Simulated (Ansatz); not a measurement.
The parent structure is LaAlO3 (space group R-3c, No. 167).

```xyz
10
Lattice="2.6840 1.5496 4.3699 -2.6840 1.5496 4.3699 0.0000 -3.0993 4.3699" Properties=species:S:1:pos:R:3 pbc="T T T"
La     0.0000     0.0000     3.2775
La     0.0000     0.0000     9.8324
Al     0.0000     0.0000     0.0000
Al     0.0000     0.0000     6.5549
O      0.1590     1.5496     7.6474
O     -1.4215    -0.6371     7.6474
O      1.2625    -0.9126     7.6474
O     -0.1590    -1.5496     5.4624
O      1.4215     0.6371     5.4624
O     -1.2625     0.9126     5.4624
```

The values are results of r2SCAN, PAW, 500 eV (Ansatz, a first-principles code; no spin-orbit coupling), not measurements.

One change was made to it. Results:

The width of the top valence band rises by 0.13 eV to 0.65 eV; the band gap falls by 0.16 eV, from 4.39 eV to 4.23 eV; the volume per atom falls by 1.194 Å³ to 9.71 Å³; the gap character goes from indirect, F → Γ to direct at Γ.

Question: What was done to the base?
(A) pressure 30 GPa
(B) pressure −1 GPa
(C) pressure −2 GPa
(D) pressure 9 GPa
(E) pressure 4.2 GPa

Answer: A, pressure 30 GPa. For comparison, the band gap in the other runs: pressure 9 GPa gives 4.32 eV; pressure 4.2 GPa gives 4.35 eV; pressure −2 GPa gives 4.40 eV; pressure −1 GPa gives 4.39 eV.

Load acts through the strain it causes; cell and atoms are relaxed under it. No phonon test of stability was made. No other phases were tried under pressure. Along this pressure series the structure jumps between pressure 18 GPa and pressure 30 GPa; cells beyond that are another form of it.
